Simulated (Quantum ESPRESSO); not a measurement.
CoO under changes of volume

One of the cells (9.578 Å³/atom); the others are scaled copies at fixed shape and fractional positions:

```
Co O
1.0
     1.50547    0.86918    2.43993
    -1.50547    0.86918    2.43993
     0.00000   -1.73837    2.43993
Co O
1 1
Direct
  0.00000 0.00000 0.00000
  0.50000 0.50000 0.50000
```

The cell is a database's computed one.

| Property | Result |
| --- | --- |
| Program | Quantum ESPRESSO 7.5 |
| Functional | PBEsol |
| Potentials or basis | GBRV 1.5 PBEsol |
| Cutoff | 762 eV |
| Density cutoff | 6095 eV |
| k mesh | 11 × 11 × 11 |
| Occupations | fermi-dirac, width 0.05 eV |
| Spin | collinear spin, ferromagnetic start |
| Starting moments | [2.0, 0.0] μB |

```tsv
volume (Å³/atom)	energy over the lowest point (meV/atom)	pressure (GPa)	moment (μB per cell)
9.003	0.86	2.5	2.88
9.195	0.00	-1.5	2.94
9.387	3.64	-5.2	2.98
9.578	11.81	-8.8	2.99
9.770	24.19	-12.1	3.00
9.961	?	?	?
10.153	59.94	-17.7	3.00
```

Question: What does the run at 9.961 Å³/atom give?

Answer: Energy over the lowest point 40.38 meV/atom; pressure -15.0 GPa; moment 3.00 μB per cell.

Worked out: A Birch-Murnaghan fit of order 3 (a polynomial in V^(-2/3)) to the other rows has its minimum at 9.14 Å³/atom with B0 = V·E''(V) = 192 GPa (rough, since the energies scatter) at fixed shape and positions, which overstates the stiffness. It gives 40.21 meV/atom at 9.961 Å³/atom, against the run's 40.38, and -dE/dV = -15.0 GPa, against -15.0. A parabola through the other rows of the moment, of slope -0.0279 μB per Å³/atom there, gives 3.01 μB, against the run's 3.00.

Energies are extrapolated to zero smearing.

Caveats: a cell with one magnetic atom can't hold antiferromagnetic order, which such compounds often take.
